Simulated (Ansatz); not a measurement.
# BP (F-43m) in Ansatz: notebook, part 2 of 2

Ansatz 0.2.0.

**3. Relaxation of cell and atoms, revPBE**

The input, input.yaml:

```yaml
crystal:
  lattice:
    - [0.0, 2.269, 2.269]
    - [2.269, 0.0, 2.269]
    - [2.269, 2.269, 0.0]
  atoms:
    - { symbol: P, position: [0.75, 0.75, 0.75] }
    - { symbol: B, position: [0.0, 0.0, 0.0] }
hamiltonian:
  xc: revpbe
  pseudopotentials: { kind: paw }
kpoints:
  mp_grid: { grid: [10, 10, 10] }
scf:
  occupations: { method: fermi_dirac, width: 0.05 }
output:
  forces: true
  stress: true
  write_density: true
  write_potential: true
  elf: true
  volumetric_format: npy
relax:
  f_tol: 0.01
  max_steps: 40
  cell: { stress_tol: 0.05 }
```

Potentials or basis: Ansatz PAW.

Command:

```
> ansatz run input.yaml --threads 2 --pin off --max-ram 5120MiB --backend cpu --events-out ev --progress --plain --runs-dir out
```

Run time: 3 s. Hardware: 2 threads of Arm Neoverse V2, shared host; peak memory 0.25 GiB.

Results (log left out):

```yaml
Free_energy: -915.5537 eV
Relaxed_volume: 11.92 Å³/atom
Relaxed_cell: a = 3.230 Å, b = 3.230 Å, c = 3.230 Å, α = 60.00°, β = 60.00°, γ = 60.00°
Space_group_after_relaxing_to_0.05_Å: F-43m (No. 216)
Energy_gained_by_relaxing: 2.4 meV/atom
Ionic_steps: 6
Pressure_after_relaxing: 0.0 GPa
Band_gap_on_the_k_mesh: 1.29 eV, indirect (least direct gap 3.38 eV)
```

The path:
| step | energy change (eV) | largest force (eV/Å) | volume (Å³) |
| --- | --- | --- | --- |
| 1 | 0.0000 | 0.0000 | 23.36 |
| 2 | -0.0036 | 0.0000 | 23.62 |
| 3 | -0.0044 | 0.0000 | 23.83 |
| 4 | -0.0048 | 0.0000 | 23.83 |
| 5 | -0.0048 | 0.0000 | 23.84 |
| 6 | -0.0048 | 0.0000 | 23.84 |

Final structure:
```xyz
2
Lattice="0.0000 2.2843 2.2843 2.2843 0.0000 2.2843 2.2843 2.2843 0.0000" Properties=species:S:1:pos:R:3 pbc="T T T"
P     3.4264    3.4264    3.4264
B     0.0000    0.0000    0.0000
```

Levels at points of the mesh, in eV from the valence-band top:
```tsv
k point	band 1	band 2	band 3	band 4	band 5	band 6	band 7	band 8
(0.00, 0.00, 0.00)	-15.30	0.00	0.00	0.00	3.38	3.38	3.38	7.10
(0.00, 0.00, -0.50)	-12.05	-8.90	-1.74	-1.74	3.67	4.70	4.70	10.12
(0.00, -0.50, -0.50)	-10.54	-8.51	-4.05	-4.05	1.38	1.72	11.95	11.95
```

Caveat: the plane-wave basis is chosen anew once the cell has moved, so the energies of steps on either side of that aren't comparable; the PAW data sets come from PBE, with cores solved anew for the run's functional, which leaves a small shift of forces and pressure. Zero-point motion and thermal expansion aren't in these numbers.

**4. Relaxation of cell and atoms, BLYP+D3(BJ)**

Changes to input.yaml since step 3:

```diff
@@ -9,4 +9,5 @@
 hamiltonian:
-  xc: revpbe
+  xc: blyp
   pseudopotentials: { kind: paw }
+  dispersion: d3bj
 kpoints:
```

Potentials or basis: Ansatz PAW.

Command:

```
> ansatz run input.yaml --threads 2 --pin off --max-ram 5120MiB --backend cpu --events-out ev --progress --plain --runs-dir out
```

Log:

```text
Warning: RAYON_NUM_THREADS=2 ignored (pool sized by the plan → 2); use --threads N
Engine: ansatz 0.2.0, aarch64-unknown-linux-gnu
Pseudopotentials: kind: paw
Pseudopotential: P, paw, valence charge 5, recommended cutoff 420 eV (normal), P.paw.azcp
Pseudopotential: B, paw, valence charge 3, recommended cutoff 420 eV (normal), B.paw.azcp
Functional definition: BLYP
  parameter beta = 0.0042
  parameter a = 0.04918
  parameter b = 0.132
  parameter c = 0.2533
  parameter d = 0.349
  exchange = b88_x(beta = beta)
  correlation = lyp_c(a = a, b = b, c = c, d = d)
Crystal: 2 atoms, lattice volume = 23.363 Å³
Basis set: ecut = 420 eV, 459 PW (Γ), exchange–correlation on 48×48×48 points (8 copies of the dense FFT grid, shifted against one another)
Bands: 8, of which v1, the nominal top of the filled ones, is band 4 counted from 1 (3 counted from 0)
Symmetry: 24 space group operations
Space group: F-43m (ITA 216), of the structure as read, at distance tolerance 2.9e-5 Å
k-points: 47 of 1000 (time reversal used)
Non-local potential: P, projectors of the file, l = 0: 2, l = 1: 2, l = 2: 2
Non-local potential: B, projectors of the file, l = 0: 2, l = 1: 2, l = 2: 1
[... 75 lines left out ...]
--- Forces (eV/Å), atoms counted from 1 ---
  atom   1  P      0.00000000     0.00000000     0.00000000
  atom   2  B     -0.00000000     0.00000000     0.00000000
  max |Σ_I F_I| component: 2.84e-16 eV/Å
--- Stress (GPa, compression-positive) ---
        0.022993       0.000000       0.000000
       -0.000000       0.022993       0.000000
        0.000000       0.000000       0.022993
  P = ⅓ Tr σ = 0.0230 GPa (0.230 kbar)
--- Band table (eV; the first three rows and the last of 47) ---
  k-point 0: bands = ["-5.5774", "9.9102", "9.9102", "9.9102", "13.4964", "13.4964", "13.4964", "17.6795"]
  k-point 1: bands = ["-5.3959", "8.6422", "9.6241", "9.6241", "13.8970", "13.8970", "13.9305", "18.1759"]
  k-point 2: bands = ["-4.8586", "6.3178", "9.0722", "9.0722", "14.1650", "14.6153", "14.6153", "19.3071"]
  k-point 46: bands = ["-0.4592", "1.8148", "4.4460", "4.6075", "14.7260", "15.5840", "18.3841", "18.8502"]
--- Relaxed structure (3 steps of the walk, 3 accepted, 1 SCFs on fresh bases) ---
  F+E_penalty+E_count = -918.17825687 eV   max|allowed force component| = 8.905e-17 eV/Å   (the final SCF, on the basis selected at the relaxed cell)
  cell:  # Å, volume = 22.8641 Å³
    - [8.757670681539296e-34, 2.2527239681240605, 2.2527239681240605]
    - [2.2527239681240605, 1.3598274112790109e-33, 2.2527239681240605]
    - [2.2527239681240605, 2.2527239681240605, 3.0572232197373542e-33]
  atoms:
    - { symbol: P, position: [0.7500000000000001, 0.7500000000000001, 0.7500000000000001] }
    - { symbol: B, position: [4.403156274353805e-34, -3.978755669596813e-34, -4.2263226890383924e-34] }
```

rho_z.tsv:

```text
# z_ang	rho[e/angstrom^3]
# format = ansatz-planar-average/11
# lattice	0.000000000	2.252723968	2.252723968
# lattice	2.252723968	0.000000000	2.252723968
# lattice	2.252723968	2.252723968	0.000000000
# sites	2
# site	15	3.379085952	3.379085952	3.379085952
# site	5	-0.000000000	0.000000000	0.000000000
0.000000	4.633988e-1
0.132743	4.124767e-1
0.265486	3.633229e-1
0.398229	3.195375e-1
0.530972	2.820162e-1
0.663715	2.512248e-1
[... 16 lines left out ...]
2.920347	5.367004e-1
3.053090	5.081973e-1
```

v_z.tsv:

```text
# z_ang	v_es[eV]	v_tot[eV]
# format = ansatz-planar-average/11
# xc	blyp
# density_cutoff_ev	1680
# datasets	P=:simpson_from_first_knot:soft:shift=-536896	B=:simpson_from_first_knot:soft:shift=-310670
# lattice	0.000000000	2.252723968	2.252723968
# lattice	2.252723968	0.000000000	2.252723968
# lattice	2.252723968	2.252723968	0.000000000
# sites	2
# site	15	3.379085952	3.379085952	3.379085952
# site	5	-0.000000000	0.000000000	0.000000000
0.000000	-2.175432e0	-1.406459e1
0.132743	-1.818292e-1	-1.148869e1
0.265486	1.865342e0	-8.760575e0
0.398229	3.942490e0	-6.003190e0
0.530972	6.012770e0	-3.334717e0
0.663715	7.860329e0	-9.643306e-1
[... 16 lines left out ...]
2.920347	-5.308778e0	-1.792960e1
3.053090	-3.964029e0	-1.628943e1
```

It took 2 s on 2 threads of Arm Neoverse V2, shared host; peak memory 0.25 GiB.

Results:

```yaml
Free_energy: -918.1783 eV
Relaxed_volume: 11.43 Å³/atom
Relaxed_cell: a = 3.186 Å, b = 3.186 Å, c = 3.186 Å, α = 60.00°, β = 60.00°, γ = 60.00°
Space_group_after_relaxing_to_0.05_Å: F-43m (No. 216)
Energy_gained_by_relaxing: 2.7 meV/atom
Ionic_steps: 4
Pressure_after_relaxing: 0.0 GPa
Band_gap_on_the_k_mesh: 1.49 eV, indirect (least direct gap 3.59 eV)
```

Step by step:
| step | energy change (eV) | largest force (eV/Å) | volume (Å³) |
| --- | --- | --- | --- |
| 1 | 0.0000 | 0.0000 | 23.36 |
| 2 | -0.0045 | 0.0000 | 23.10 |
| 3 | -0.0058 | 0.0000 | 22.86 |
| 4 | -0.0054 | 0.0000 | 22.86 |

Final structure:
```cif
data_structure
_symmetry_space_group_name_H-M 'P 1'
_symmetry_Int_Tables_number 1
_cell_length_a 3.1858
_cell_length_b 3.1858
_cell_length_c 3.1858
_cell_angle_alpha 60.000
_cell_angle_beta 60.000
_cell_angle_gamma 60.000
_cell_volume 22.86
loop_
_atom_site_label
_atom_site_type_symbol
_atom_site_fract_x
_atom_site_fract_y
_atom_site_fract_z
_atom_site_occupancy
P1 P 0.75000 0.75000 0.75000 1
B1 B 0.00000 0.00000 0.00000 1
```

Caveat: the plane-wave basis is chosen anew once the cell has moved, so the energies of steps on either side of that aren't comparable; the PAW data sets come from PBE, with cores solved anew for the run's functional, which leaves a small shift of forces and pressure.

**5. Relaxation of cell and atoms, r2SCAN+D4**

Changes to input.yaml since step 4:

```diff
@@ -9,5 +9,5 @@
 hamiltonian:
-  xc: blyp
+  xc: r2scan
   pseudopotentials: { kind: paw }
-  dispersion: d3bj
+  dispersion: d4
 kpoints:
```

Command:

```
> ansatz run input.yaml --threads 2 --pin off --max-ram 5120MiB --backend cpu --events-out ev --progress --plain --runs-dir out
```

It took 4.3 s on 2 threads of Arm Neoverse V2, shared host; peak memory 0.27 GiB.

Results (log left out):

```
Free energy                            : -916.9557 eV
Relaxed volume                         : 11.55 Å³/atom
Relaxed cell                           : a = 3.196 Å, b = 3.196 Å, c = 3.196 Å, α = 60.00°, β = 60.00°, γ = 60.00°
Space group after relaxing (to 0.05 Å) : F-43m (No. 216)
Energy gained by relaxing              : 0.8 meV/atom
Ionic steps                            : 4
Pressure after relaxing                : 0.0 GPa
Band gap on the k mesh                 : 1.40 eV, indirect (least direct gap 3.62 eV)
```

Step by step:
```tsv
step	energy change (eV)	largest force (eV/Å)	volume (Å³)
1	0.0000	0.0000	23.36
2	-0.0013	0.0000	23.21
3	-0.0017	0.0000	23.09
4	-0.0016	0.0000	23.09
```

Final structure:
```yaml
crystal:
  lattice:
    - [0.00000, 2.26026, 2.26026]
    - [2.26026, 0.00000, 2.26026]
    - [2.26026, 2.26026, 0.00000]
  atoms:
    - { symbol: P, position: [0.75000, 0.75000, 0.75000] }
    - { symbol: B, position: [0.00000, 0.00000, 0.00000] }
```

Levels at points of the mesh, in eV from the valence-band top:
```csv
k point,band 1,band 2,band 3,band 4,band 5,band 6,band 7,band 8
"(0.00, 0.00, 0.00)",-16.38,0.00,0.00,0.00,3.62,3.62,3.62,8.17
"(0.00, 0.00, -0.50)",-12.85,-9.60,-1.89,-1.89,4.17,4.99,4.99,10.94
"(0.00, -0.50, -0.50)",-11.16,-9.21,-4.40,-4.40,1.48,1.88,13.07,13.07
```

Caveat: the plane-wave basis is chosen anew once the cell has moved, so the energies of steps on either side of that aren't comparable; the PAW data sets come from PBE, with cores solved anew for the run's functional, which leaves a small shift of forces and pressure. A k mesh can miss the band edges.

**6. Summary**

```csv
level,cutoff (eV),gap on the mesh (eV),pressure (GPa),relaxed volume (Å³/atom)
PBE,420,1.25,0.0,11.76
revPBE,420,1.29,0.0,11.92
BLYP+D3(BJ),420,1.49,0.0,11.43
r2SCAN+D4,500,1.40,0.0,11.55
```

Alike in all rows: task relaxation of cell and atoms; potentials or basis Ansatz PAW; no spin polarisation; cell relaxed; k mesh 10 × 10 × 10; smearing fermi-dirac 0.05 eV.

Caveats: the plane-wave basis is chosen anew once the cell has moved, so the energies of steps on either side of that aren't comparable; the PAW data sets come from PBE, with cores solved anew for the run's functional, which leaves a small shift of forces and pressure (some runs).

Total energies depend on the potentials used, so only differences within one code and one set of settings carry meaning.
